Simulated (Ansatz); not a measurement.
Consider CsPbI3 in the cubic perovskite structure (space group Pm-3m, No. 221; a = 6.3905 Å).

(Cell as relaxed with PBE.)

Levels (all Ansatz, a quantum-chemistry and plane-wave program, PAW): PBE (420 eV, no spin-orbit coupling); r2SCAN (500 eV, no SOC).

Each level relaxes its own structure.

```
base                      PBE    r2SCAN
-------------------  --------  --------
volume per atom      52.20 Å³  50.79 Å³
lattice parameter a   6.390 Å   6.333 Å
band gap              1.48 eV   1.70 eV
```

Modification: cell and atoms relaxed at a pressure of 3 GPa.

| quantity | PBE | r2SCAN |
|---|---|---|
| hole mass | 0.084 mₑ (at R) | ? |
| band gap | 0.98 eV | ? |
| gap character | direct at R | ? |
| volume per atom | 45.14 Å³ | ? |

Q: Given the PBE results, estimate those of r2SCAN.

A: 
- hole mass, r2SCAN: 0.088 mₑ (at R)
- band gap, r2SCAN: 1.18 eV
- gap character, r2SCAN: direct at R
- volume per atom, r2SCAN: 44.52 Å³

PBE's band gap lies 0.20 eV below r2SCAN's; PBE's volume per atom lies 0.62 Å³ above r2SCAN's (1.4 %); the two agree on the gap character. Neither level is exact; r2SCAN is the comparison here, not a measurement.

With I and Pb present, leaving out spin-orbit coupling can change the band edges. Load acts through the strain it causes; cell and atoms are relaxed under it. Masses are band curvatures over ±0.01 Å⁻¹ around the edge. Stability against distortions was not tested. Many cubic perovskites are stable only at high temperature; tilts and polar distortions were not tested. This is not the structure that CsPbI3 has at room temperature and ambient pressure.
